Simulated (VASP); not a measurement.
A run of VASP 6.6.1:

INCAR

```
SYSTEM = Se
  PREC = Accurate
  ENCUT = 900
  EDIFF = 1E-8
  ISMEAR = 0
  SIGMA = 0.02
  LREAL = .False.
  LASPH = .True.
  NELM = 100
  ALGO = Normal
  ISIF = 2
  LWAVE = .False.
  LCHARG = .False.
  GGA = PE
  ADDGRID = .False.
```

The input KPOINTS:

```
regular mesh
0
Gamma
  10 10 6
  0 0 0
```

POSCAR

```
Se
1.0
    1.3942694300     -4.0390027650      0.0000000000
    1.3942694300      4.0390027650      0.0000000000
    0.0000000000      0.0000000000      4.6134314000
Se
2
Direct
    0.0643446800      0.9356553200      0.2500000000
    0.9356553200      0.0643446800      0.7500000000
```

Potentials or basis: VASP PAW PBE potentials, release 64 (Se).

Launch:

```sh
$ cat potpaw_PBE.64/Se/POTCAR > POTCAR
$ mpirun -np 1 vasp_std > vasp.out
```

Hardware: 1 thread of Intel(R) Xeon(R) Platinum 8488C (Sapphire Rapids), with other jobs on the host.

**Question.** How long does it take, and how much memory?

**Answer.** Wall time 120 s on 1 thread of Intel(R) Xeon(R) Platinum 8488C (Sapphire Rapids) (shared host), peak memory 0.35 GiB. Counts: scf iterations 14, k points 124.
